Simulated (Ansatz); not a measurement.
# SnS2: the cost of one run

Method: DFT LDA, all-electron LAPW, scalar-relativistic unless said, in Ansatz 0.2.0.

1 further run of the same task is left out (it didn't finish).

## Step 1: The system as given

Symmetry: P-3m1, No. 164, trigonal system. The conventional cell has a = 3.632 Å, b = 3.632 Å, c = 5.702 Å, α = 90.00°, β = 90.00°, γ = 120.00°. Sn (site symmetry -3m) is surrounded by 6 S at 2.56 Å. S (site symmetry 3m) has 3 Sn at 2.56 Å as nearest neighbours.

Coordinates:

```cif
data_structure
_symmetry_space_group_name_H-M 'P 1'
_symmetry_Int_Tables_number 1
_cell_length_a 3.6321
_cell_length_b 3.6321
_cell_length_c 5.7020
_cell_angle_alpha 90.000
_cell_angle_beta 90.000
_cell_angle_gamma 120.000
_cell_volume 65.14
loop_
_atom_site_label
_atom_site_type_symbol
_atom_site_fract_x
_atom_site_fract_y
_atom_site_fract_z
_atom_site_occupancy
Sn1 Sn 0.00000 0.00000 0.00000 1
S1 S 0.33333 0.66667 0.25729 1
S2 S 0.66667 0.33333 0.74271 1
```

Cartesian axes are those of the input's lattice vectors. The structure goes back to a database entry.

## Step 2: Reference run, LAPW

The input, input.yaml:

```yaml
crystal:
  lattice:
    - [3.63213091985, 0.0, 0.0]
    - [-1.81606545993, 3.14551764646, 0.0]
    - [0.0, 0.0, 5.70196491931]
  atoms:
    - { symbol: Sn, position: [0.0, 0.0, 0.0] }
    - { symbol: S, position: [0.333333333333, 0.666666666667, 0.257291801359] }
    - { symbol: S, position: [0.666666666667, 0.333333333333, 0.742708198641] }
kpoints:
  mp_grid: { grid: [8, 8, 4] }
scf:
  occupations: { method: fixed }
hamiltonian:
  xc: lda
  pseudopotentials: { kind: all_electron, lapw: { basis_error: 0.001 } }
elastic:
  mode: relaxed_ion
  stencil: two_point
  amplitude: 0.005
```

Launch:

```
$ ansatz run input.yaml --threads 2 --pin off --max-ram 5120MiB --backend cpu --events-out ev --progress --plain --runs-dir out
```

**Question.** How long does this run take on 2 threads of Arm Neoverse V2, shared host, and how much memory does it need?

About 3.6 min, with a peak of 0.58 GiB.
